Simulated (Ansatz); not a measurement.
This script for the Python package of Ansatz (0.2.0) starts 2 runs on Sr, space group P6/mmm. What input does the engine get in each?

The script, `sr.py`:
```python
"""Levels of Sr without and with spin-orbit coupling."""

from dataclasses import dataclass

import ansatz


@dataclass
class RunConfig:
    kgrid: tuple[int, ...] = (3, 3, 6)
    cutoff: int = 420
    filling: str = "cold"
    smearing_width: float = 0.15
    xc: str = "PBEsol"


opts = RunConfig()

structure = (
    ansatz.Lattice.from_parameters(10.98763, 10.98763, 4.421112, alpha=90.0, beta=90.0, gamma=120.0)
    .atom("Sr", [0.0, 0.0, 0.0])
)

setup = (
    structure.calculation()
    .kpoints(*opts.kgrid)
    .basis(opts.cutoff)
    .occupations(opts.filling, width=opts.smearing_width)
    .functional(opts.xc)
    .band_table()
)
for label, variant in (("scalar-relativistic", setup), ("spin-orbit", setup.spin(soc=True))):
    r = variant.run(threads=1).report
    zero = r["band_edges_ev"][0] if r.get("band_edges_ev") else r["fermi_energy_ev"]
    near = [round(e - zero, 3) for e in r["eigenvalues_ev"][0] if abs(e - zero) < 4]
    print(label)
    print("  band edges (eV):", [round(e, 3) for e in r.get("band_edges_ev") or []] or "none reported")
    print("  levels at k =", r["kpoints_frac"][0], "within 4 eV of the zero:", near)
```

Run 1:
```yaml
crystal:
  lattice:
    a: 10.98763
    b: 10.98763
    c: 4.421112
    alpha: 90.0
    beta: 90.0
    gamma: 120.0
  atoms:
    - { symbol: Sr, position: [0.0, 0.0, 0.0] }
basis:
  ecutwfc: 420.0
kpoints:
  mp_grid:
    grid: [3, 3, 6]
hamiltonian:
  xc: pbesol
scf:
  occupations:
    method: cold
    width: 0.15
output:
  eigenvalues: true
```

Run 2, against run 1:
```diff
+magnetization:
+  noncollinear: true
+  spin_orbit: true
```

```console
$ python sr.py
RunWarning: on these k-points the computed levels leave a gap of 0.3130 eV at the electron count, 2.1 widths of the cold smearing (0.1500 eV); against the step filling of these same bands (every [...]
scalar-relativistic
  band edges (eV): none reported
  levels at k = [0.0, 0.0, 0.0] within 4 eV of the zero: [-2.187, 0.442, 0.481, 0.481, 0.844]
spin-orbit
  band edges (eV): none reported
  levels at k = [0.0, 0.0, 0.0] within 4 eV of the zero: [-2.186, -2.186, 0.442, 0.442, 0.456, 0.456, 0.504, 0.504, 0.829, 0.829]
```
(Warnings from the package without file and line, shortened, repeats left out.)

Reading the output:
- The cell holds layers, chains or clusters in vacuum, no bulk phase.
- Cold and Methfessel-Paxton smearing aren't meant for a gap as narrow as their width.
- The computed bands are complete only to about 0.8 eV above the Fermi level.
- Points of the mesh across the vacuum add cost only.
- This isn't the structure that Sr takes at ambient conditions.
- Levels are Kohn-Sham eigenvalues on this mesh.
- With spin-orbit coupling each level holds one electron and, with inversion or at time-reversal points, comes in pairs; a window in energy can cut a split set.
- The whole script took 14 s on 1 thread of Arm Neoverse V1, with other jobs on the host, peak memory 0.79 GiB.

(Lines on the test bed's own set-up are left out of the output.)
